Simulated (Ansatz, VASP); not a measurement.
## Two plane-wave programs on Al

```
CELL_PARAMETERS angstrom
-1.95607 1.61123 1.61123
1.61123 -1.95607 1.61123
1.61123 1.61123 -1.95607
ATOMIC_POSITIONS crystal
Al 0.00000 0.00000 0.00000
```

Alike in both runs: task single point; functional r2SCAN; k mesh 24 × 24 × 24; occupations gaussian, width 0.15 eV; no spin polarisation.

|  | VASP | Ansatz |
| --- | --- | --- |
| version | VASP 6.6.1 | Ansatz 0.2.0 |
| potentials or method | VASP PAW PBE potentials, release 64 (Al) | scalar-relativistic, plane waves, PAW |
| plane-wave cutoff (eV) | 520 | 500 |
| valence electrons in the cell | 3 | 3 |

Ansatz gave:

| Item | Value |
| --- | --- |
| gap on the k mesh at the Fermi level (eV) | none |
| pressure (GPa) | 23.4 |
| largest component of the traceless stress (GPa) | 28.81 |

Q: What did VASP give for the same quantities?

A: gap on the k mesh at the Fermi level (eV): none; pressure (GPa): 23.1; largest component of the traceless stress (GPa): 28.88.

A gap of «none» marks a metal or a gap that the smearing closes. The functional is the same, so the differences come from potentials, cutoffs and numerics.

Caveats: so large a pressure means that the cell lies far from this level's equilibrium, or that cutoff or potentials fall short (VASP); the potentials were made for another functional, which shifts forces and pressure (VASP).
